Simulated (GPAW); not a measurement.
Set up this calculation in GPAW 26.7.0, as an ASE script.

| Quantity | Value |
| --- | --- |
| Task | density of states |
| Functional | GLLB-SC |
| Potentials or basis | the program's PAW data sets (release 1.2.1) made for this functional |
| Cutoff | 1200 eV |
| Basis | pw |
| k mesh | 7 × 7 × 7 |
| Occupations | fermi-dirac, width 0.05 eV |
| Spin | no spin polarisation |
| convergence | default |
| Maxiter | 50 |
| k mesh for the DOS | 10 × 10 × 10 |
| Dos width | 0.2 eV |

Crystal: CdTe.

```
Te Cd
1.0
     0.00000    3.20500    3.20500
     3.20500    0.00000    3.20500
     3.20500    3.20500    0.00000
Te Cd
1 1
Direct
  0.25000 0.25000 0.25000
  0.00000 0.00000 0.00000
```

The input as run:

run.py

```python
import numpy as np
from ase.dft.bandgap import bandgap
from ase.io import write
from ase.spacegroup import crystal
from gpaw import GPAW, PW

# Te 4c
# Cd 4a
atoms = crystal(['Te', 'Cd'],
                basis=[[0.25, 0.25, 0.25],
                       [0.0, 0.0, 0.0]],
                spacegroup=216, setting=1,  # F-43m
                cellpar=[6.41, 6.41, 6.41, 90.0, 90.0, 90.0],
                primitive_cell=True)

calc = GPAW(mode=PW(1200),
            xc='GLLBSC',
            kpts={'size': (7, 7, 7), 'gamma': True},
            occupations={'name': 'fermi-dirac', 'width': 0.05},
            nbands=18,
            maxiter=50,
            txt='gpaw.txt')
atoms.calc = calc
energy = atoms.get_potential_energy()
calc.write('gs.gpw')
write('result.traj', atoms)
print('Fermi level:', round(calc.get_fermi_level(), 4), 'eV')
print(f'Gap: {bandgap(calc)[0]:.4f} eV, direct: {bandgap(calc, direct=True)[0]:.4f} eV')

dense = calc.fixed_density(kpts={'size': (10, 10, 10), 'gamma': True}, update_fermi_level=True,
                           nbands=31, convergence={'bands': 'CBM+6.0', 'eigenstates': 1e-6}, txt='dos.txt')
ef = dense.get_fermi_level()
dos = dense.dos(shift_fermi_level=False)
energies = np.linspace(ef - 14, ef + 6, 401)
spins = [None]
columns = [energies] + [dos.raw_dos(energies, spin=s, width=0.2) for s in spins]
for symbol, l in [('Cd', 0), ('Cd', 1), ('Cd', 2), ('Te', 0), ('Te', 1), ('Te', 2)]:
    for s in spins:
        columns.append(sum(dos.raw_pdos(energies, a=a.index, l=l, spin=s, width=0.2)
                           for a in atoms if a.symbol == symbol))
np.savetxt('dos.dat', np.array(columns).T, fmt='%.4f')
print('Fermi level on the dense mesh:', round(ef, 4), 'eV')
```

Potentials or basis: the program's PAW data sets (release 1.2.1) made for this functional, pw.

The run is started by

```bash
$ OMP_NUM_THREADS=1 python run.py
```

It gave:

```
Band gap on the k mesh, Kohn-Sham part alone : 1.15 eV, direct
```

Caveat: a model potential gives levels but no total energy; spin-orbit coupling is left out, which moves the levels of the heavy elements.

Run time: 2.5 min on 1 thread of Arm Neoverse V2, on a shared host, peak memory 0.56 GiB.
